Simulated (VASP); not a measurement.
# P (R-3m) in VASP: notebook

The runs below take P through relaxation of cell and atoms, with LDA.

Everything below comes from runs of VASP 6.6.1. Logs are shortened: lines on timing, memory, paths and dates and some standing lists are left out, and cuts for length are marked.

## (1) Starting point

The structure is trigonal, space group R-3m (No. 166). Conventional cell: a = 3.359 Å, b = 3.359 Å, c = 8.231 Å, α = 90.00°, β = 90.00°, γ = 120.00°. P (site symmetry 3m) has 6 P at 2.30 to 2.45 Å as nearest neighbours.

This isn't the form of P at room conditions, which is orthorhombic.

## (2) Relaxation of cell and atoms, LDA, target pressure 3 GPa, at which the enthalpy is minimised

Input file INCAR:

```
SYSTEM = P
  PREC = Accurate
  ENCUT = 520
  EDIFF = 1E-7
  ISMEAR = 0
  SIGMA = 0.1
  LREAL = .FALSE.
  LASPH = .TRUE.
  NELM = 80
  ALGO = Normal
  ISIF = 3
  LWAVE = .FALSE.
  LCHARG = .FALSE.
  GGA = CA
  IBRION = 2
  NSW = 80
  EDIFFG = -0.002
  PSTRESS = 30.0
```

Input file KPOINTS:

```
Automatic mesh
0
G
  15 15 15
  0 0 0
```

Input file POSCAR:

```
P                                       
1.0
    1.6795948597      0.9697145487      2.7437803520
   -1.6795948597      0.9697145487      2.7437803520
    0.0000000000     -1.9394290794      2.7437803492
  P             
     2
Direct
     0.2422817728833380    0.2422817728833380    0.2422817728811637
     0.7577182271166620    0.7577182271166620    0.7577182271188363
```

Potentials or basis: VASP PAW LDA potentials, release 64 (P).

The run is started by

```bash
$ cat potpaw_LDA.64/P/POTCAR > POTCAR
$ mpirun -np 1 vasp_std > vasp.out
```

OUTCAR:

```text
SYSTEM = P
   PREC = Accurate
   ENCUT = 520
   EDIFF = 1E-7
   ISMEAR = 0
   LREAL = .FALSE.
   LASPH = .TRUE.
   NELM = 80
   ISIF = 3
   GGA = CA
   IBRION = 2
   NSW = 80
   EDIFFG = -0.002
   PSTRESS = 30.0

 ion  position               nearest neighbor table
   1  0.242  0.242  0.242-   2 2.30   2 2.30   2 2.30   2 2.45   2 2.45   2 2.45
   2  0.758  0.758  0.758-   1 2.30   1 2.30   1 2.30   1 2.45   1 2.45   1 2.45

  LATTYP: Found a trigonal (rhomboedric) cell.
 ALAT       =     3.3600172349
 COS(alpha) =     0.5002462527

  Lattice vectors:

 A1 = (   1.6795948597,   0.9697145487,   2.7437803520)
 A2 = (  -1.6795948597,   0.9697145487,   2.7437803520)
 A3 = (   0.0000000000,  -1.9394290794,   2.7437803492)

Analysis of symmetry for initial positions (statically):
=====================================================================
 Subroutine PRICEL returns:
 Original cell was already a primitive cell.

 Routine SETGRP: Setting up the symmetry group for a
 trigonal (rhombohedral) supercell.

 Subroutine GETGRP returns: Found 12 space group operations
 (whereof 12 operations were pure point group operations)
 out of a pool of 12 trial point group operations.

The static configuration has the point symmetry D_3d.

Analysis of symmetry for dynamics (positions and initial velocities):
=====================================================================
 Subroutine PRICEL returns:
 Original cell was already a primitive cell.

 Routine SETGRP: Setting up the symmetry group for a
 trigonal (rhombohedral) supercell.

 Subroutine GETGRP returns: Found 12 space group operations
 (whereof 12 operations were pure point group operations)
 out of a pool of 12 trial point group operations.

The dynamic configuration has the point symmetry D_3d.

 Subroutine INISYM returns: Found 12 space group operations
 (whereof 12 operations are pure point group operations),
 and found     1 'primitive' translations

----------------------------------------------------------------------------------------

                                     Primitive cell

  volume of cell :      26.8132

  direct lattice vectors                    reciprocal lattice vectors
     1.679594860  0.969714549  2.743780352     0.297690837  0.171871885  0.121486887
    -1.679594860  0.969714549  2.743780352    -0.297690837  0.171871885  0.121486887
     0.000000000 -1.939429079  2.743780349     0.000000000 -0.343743771  0.121486888

  length of vectors
     3.360017235  3.360017235  3.360017226     0.364580366  0.364580366  0.364580367

  position of ions in fractional coordinates (direct lattice)
     0.242281773  0.242281773  0.242281773
     0.757718227  0.757718227  0.757718227

  ion indices of the primitive-cell ions
   primitive index   ion index
                 1           1
                 2           2

----------------------------------------------------------------------------------------

 KPOINTS: Automatic mesh

Automatic generation of k-mesh.
 Grid dimensions read from file:
 generate k-points for:   15   15   15

 Generating k-lattice:

  Cartesian coordinates                     Fractional coordinates (reciprocal lattice)
     0.019846056  0.011458126  0.008099126     0.066666667  0.000000000  0.000000000
    -0.019846056  0.011458126  0.008099126     0.000000000  0.066666667  0.000000000
     0.000000000 -0.022916251  0.008099126     0.000000000  0.000000000  0.066666667

  Length of vectors
     0.024305358  0.024305358  0.024305358

  Shift w.r.t. Gamma in fractional coordinates (k-lattice)
     0.000000000  0.000000000  0.000000000

 Subroutine IBZKPT returns following result:
 ===========================================

 Found    344 irreducible k-points:

 Following reciprocal coordinates:
            Coordinates               Weight
  0.000000  0.000000  0.000000      1.000000
  0.066667 -0.000000  0.000000      6.000000
  0.133333 -0.000000 -0.000000      6.000000
  0.200000  0.000000  0.000000      6.000000
  0.266667 -0.000000 -0.000000      6.000000
  0.333333 -0.000000  0.000000      6.000000
[... 16 lines left out ...]
  0.133333  0.133333  0.000000      6.000000
  0.200000  0.133333  0.000000     12.000000
 [... further k-points ...]
   k-points           NKPTS =    344   k-points in BZ     NKDIM =    344   number of bands    NBANDS=      9
   number of dos      NEDOS =    301   number of ions     NIONS =      2
   total plane-waves  NPLWV =  21952
   dimension x,y,z NGX =    28 NGY =   28 NGZ =   28
   dimension x,y,z NGXF=    56 NGYF=   56 NGZF=   56
   ions per type =               2
   NGX,Y,Z   is equivalent  to a cutoff of  13.85, 13.85, 13.85 a.u.
   NGXF,Y,Z  is equivalent  to a cutoff of  27.71, 27.71, 27.71 a.u.
 SYSTEM =  P
   PREC   = accura    normal or accurate (medium, high low for compatibility)
   ISTART =      0    job   : 0-new  1-cont  2-samecut
   ICHARG =      2    charge: 1-file 2-atom 10-const
   ISPIN  =      1    spin polarized calculation?
   LNONCOLLINEAR =      F non collinear calculations
   LSORBIT =      F    spin-orbit coupling
   LASPH  =      T    aspherical Exc in radial PAW
   ENCUT  =  520.0 eV  38.22 Ry    6.18 a.u.   6.25  6.25  6.25*2*pi/ulx,y,z
   NELM   =     80;   NELMIN=  2; NELMDL= -5     # of ELM steps
   EDIFF  = 0.1E-06   stopping-criterion for ELM
   LREAL  =      F    real-space projection
   EDIFFG = -.2E-02   stopping-criterion for IOM
   NSW    =     80    number of steps for IOM
   IBRION =      2    ionic relax: 0-MD 1-quasi-New 2-CG
   NFREE  =      1    steps in history (QN), initial steepest desc. (CG)
   ISIF   =      3    stress and relaxation
   ISYM   =      2    0-nonsym 1-usesym 2-fastsym
   POTIM  = 0.5000    time-step for ionic-motion
   TEBEG  =    0.0;   TEEND  =   0.0 temperature during run
   PSTRESS=   30.0 pullay stress
   NELECT =      10.0000    total number of electrons
   NUPDOWN=      -1.0000    fix difference up-down
   EMIN   =  10.00;   EMAX   =-10.00  energy-range for DOS
   EFERMI =   0.00;   METHOD = LEGACY
   ISMEAR =     0;   SIGMA  =   0.10  broadening in eV -4-tet -1-fermi 0-gaus
   EFERMI_NEDOS =   21; number of points for ismear=-14 and -15
   IALGO  =     38    algorithm
   IMIX   =      4    mixing-type and parameters
     AMIX     =   0.40;   BMIX     =  1.00
     AMIX_MAG =   1.60;   BMIX_MAG =  1.00
  volume/ion in A,a.u.               =      13.41        90.47
  Fermi-wavevector in a.u.,A,eV,Ry     =   1.178398  2.226848 18.893332  1.388621
  Thomas-Fermi vector in A             =   2.314727
   LORBIT       =      0    0 simple, 1 ext, 2 COOP (PROOUT), +10 PAW based schemes
   GGA     = CA    functional components
   LHFCALC =     F    Hartree Fock is set to
   AEXX    =    0.0000 exact exchange contribution
   IVDW    =     0    specifies the selected vdW correction
   LEPSILON=     F    determine dielectric tensor
   LRPA    =     F    only Hartree local field effects (RPA)
 conjugate gradient relaxation of ions
 non-spin polarized calculation
 Gauss-broadening in eV      SIGMA  =   0.10
  energy-cutoff  :      520.00
  volume of cell :       26.81
 maximum number of plane-waves:       745
 NGX is ok and might be reduce to    28
   NGX = 13   NGY = 13   NGZ = 13

--------------------------------------- Ionic step        1  -------------------------------------------

 number of electron      10.0000000 magnetization

 Free energy of the ion-electron system (eV)
  ---------------------------------------------------
  ext. energy  EPLUGINS =         0.00000000
  ---------------------------------------------------
  free energy    TOTEN  =       -12.08559065 eV

  energy without entropy =      -12.08358461  energy(sigma->0) =      -12.08458763

------------------------ aborting loop because EDIFF is reached ----------------------------------------

  FORCE on cell =-STRESS in cart. coord.  units (eV):
  Direction    XX          YY          ZZ          XY          YZ          ZX
  --------------------------------------------------------------------------------------
  -------------------------------------------------------------------------------------
  Total        1.2549591      1.2549591      1.2548784     -0.0000000      0.0000000      0.0000000
  in kB       74.9878875     74.9878872     74.9830642     -0.0000000      0.0000002      0.0000000
  external PRESSURE =      44.9862796 kB  Pullay stress =      30.0000000 kB
[... 93 lines left out ...]
  FREE ENERGIE OF THE ION-ELECTRON SYSTEM (eV)
  ---------------------------------------------------
  free  energy   TOTEN  =       -12.1125316421 eV

  energy  without entropy=      -12.1104264527  energy(sigma->0) =      -12.11147905

  enthalpy is  TOTEN    =       -11.5948770246 eV   P V=        0.5176546175

[... ionic steps 4 to 7 ...]

--------------------------------------- Ionic step        8  -------------------------------------------

 number of electron      10.0000001 magnetization

------------------------ aborting loop because EDIFF is reached ----------------------------------------

  FORCE on cell =-STRESS in cart. coord.  units (eV):
  Direction    XX          YY          ZZ          XY          YZ          ZX
  --------------------------------------------------------------------------------------
  -------------------------------------------------------------------------------------
  Total        0.4425333      0.4425333      0.4537158      0.0000000      0.0000000      0.0000000
  in kB       25.3666736     25.3666735     26.0076719      0.0000000      0.0000001      0.0000000
  external PRESSURE =      -4.4196603 kB  Pullay stress =      30.0000000 kB
[... 61 lines left out ...]
  enthalpy is  TOTEN    =       -11.5969003882 eV   P V=        0.5214435368

--------------------------------------- Ionic step       10  -------------------------------------------

 number of electron      10.0000001 magnetization

 Free energy of the ion-electron system (eV)
  ---------------------------------------------------
  ext. energy  EPLUGINS =         0.00000000
  ---------------------------------------------------
  free energy    TOTEN  =       -12.11827293 eV

  energy without entropy =      -12.11616792  energy(sigma->0) =      -12.11722042

 E-fermi :  10.4867     XC(G=0): -11.5744

 val. band max:       10.4684042166   @ k =   0.4000   0.0667   0.0667
 cond. band min:      10.4958503499   @ k =  -0.4667   0.4000   0.4000
 fundamental gap:      0.0274461333
 Fermi energy:        10.4867094915

 k-point     1 :       0.0000    0.0000    0.0000
  band No.  band energies     occupation
      1      -6.7152      2.00000
      2       7.9203      2.00000
      3       7.9203      2.00000
      4       8.1174      2.00000
      5       9.0875      2.00000
      6      13.8046      0.00000
      7      14.3658      0.00000
      8      14.3658      0.00000
      9      15.8498      0.00000
[... 265 lines left out ...]
 k-point    24 :       0.2000    0.1333    0.0000
  band No.  band energies     occupation
      1      -6.0134      2.00000
      2       4.8625      2.00000
      3       6.8223      2.00000
      4       7.0927      2.00000
      5       9.9913      2.00000
      6      12.6712      0.00000
      7      13.2506      0.00000
      8      15.2250      0.00000
      9      15.6083      0.00000

 [... further k-points ...]

------------------------ aborting loop because EDIFF is reached ----------------------------------------

  FORCE on cell =-STRESS in cart. coord.  units (eV):
  Direction    XX          YY          ZZ          XY          YZ          ZX
  --------------------------------------------------------------------------------------
  -------------------------------------------------------------------------------------
  Total        0.5216592      0.5216592      0.5203355     -0.0000000      0.0000000      0.0000000
  in kB       30.0168363     30.0168362     29.9406687     -0.0000000      0.0000001      0.0000000
  external PRESSURE =      -0.0085529 kB  Pullay stress =      30.0000000 kB
[... 17 lines left out ...]
  FREE ENERGIE OF THE ION-ELECTRON SYSTEM (eV)
  ---------------------------------------------------
  free  energy   TOTEN  =       -12.1182729293 eV

  energy  without entropy=      -12.1161679162  energy(sigma->0) =      -12.11722042

  enthalpy is  TOTEN    =       -11.5969063483 eV   P V=        0.5213665811

 reached required accuracy - stopping structural energy minimisation
```

It took 2.8 min on 1 thread of Intel Xeon 6975P-C (Granite Rapids), shared host; peak memory 0.2 GiB.

What came out:

```
Free energy                                            : -12.1183 eV
Relaxed volume                                         : 13.92 Å³/atom
Relaxed cell                                           : a = 3.406 Å, b = 3.406 Å, c = 3.406 Å, α = 59.85°, β = 59.85°, γ = 59.85°
Space group after relaxing (to 0.05 Å)                 : R-3m (No. 166)
Energy change on relaxing (the enthalpy is what falls) : -16.3 meV/atom
Ionic steps                                            : 10
Pressure after relaxing                                : 3.0 GPa
Band gap on the k mesh                                 : none (metal or under the smearing width)
```

The path:
```csv
step,energy change (eV),largest force (eV/Å),pressure (GPa),volume (Å³)
1,0.0000,0.0002,7.50,26.81
2,-0.0329,0.1804,0.05,28.30
3,-0.0269,0.0982,2.98,27.65
4,-0.0266,0.0963,3.06,27.63
5,-0.0280,0.0761,3.08,27.66
6,-0.0309,0.0072,3.27,27.75
7,-0.0312,0.0049,3.31,27.77
8,-0.0345,0.0114,2.56,27.95
9,-0.0328,0.0024,2.98,27.85
10,-0.0327,0.0005,3.00,27.84
```

Final structure:
```
CELL_PARAMETERS angstrom
1.69917 0.98102 2.78399
-1.69917 0.98102 2.78399
0.00000 -1.96203 2.78399
ATOMIC_POSITIONS crystal
P 0.23990 0.23990 0.23990
P 0.76010 0.76010 0.76010
```

Levels at points of the mesh, in eV from the Fermi level:
| k point | band 3 | band 4 | band 5 | band 6 | band 7 | band 8 |
| --- | --- | --- | --- | --- | --- | --- |
| (0.00, 0.00, 0.00) | -2.57 | -2.37 | -1.40 | 3.32 | 3.88 | 3.88 |

Caveat: the cell is relaxed towards a set pressure, so the enthalpy falls and the energy may rise.

## (3) Relaxation of cell and atoms, LDA, target pressure 3 GPa, at which the enthalpy is minimised

This run uses another cell than the first one, of 13.92 Å³/atom, 1.038 times its volume.

INCAR is that of step 2.

KPOINTS is that of step 2.

Input file POSCAR:

```
P                                       
1.0
    1.6991719113      0.9810173653      2.7839873355
   -1.6991719113      0.9810173653      2.7839873355
    0.0000000000     -1.9620347097      2.7839873317
  P             
     2
Direct
     0.2398957075353319    0.2398957075353319    0.2398957075327281
     0.7601042924646680    0.7601042924646680    0.7601042924672718
```

Potentials or basis: VASP PAW LDA potentials, release 64 (P).

The run is started by

```bash
$ cat potpaw_LDA.64/P/POTCAR > POTCAR
$ mpirun -np 1 vasp_std > vasp.out
```

It took 34 s on 1 thread of Intel Xeon 6975P-C (Granite Rapids), shared host; peak memory 0.19 GiB.

It converged, with:

```yaml
Free_energy: -12.1186 eV
Pressure_after_relaxing: 3.0 GPa
Band_gap_on_the_k_mesh: none (metal or under the smearing width)
```

Final structure:
```
CELL_PARAMETERS angstrom
1.69917 0.98102 2.78399
-1.69917 0.98102 2.78399
0.00000 -1.96203 2.78399
ATOMIC_POSITIONS crystal
P 0.23990 0.23990 0.23990
P 0.76010 0.76010 0.76010
```

Levels at points of the mesh, in eV from the Fermi level:
```tsv
k point	band 2	band 3	band 4	band 5	band 6	band 7	band 8	band 9
(0.00, 0.00, 0.00)	-2.57	-2.57	-2.37	-1.40	3.32	3.88	3.88	5.36
```

Caveat: the relaxation stopped at its first step, so nothing moved; the cell is relaxed towards a set pressure, so the enthalpy falls and the energy may rise.
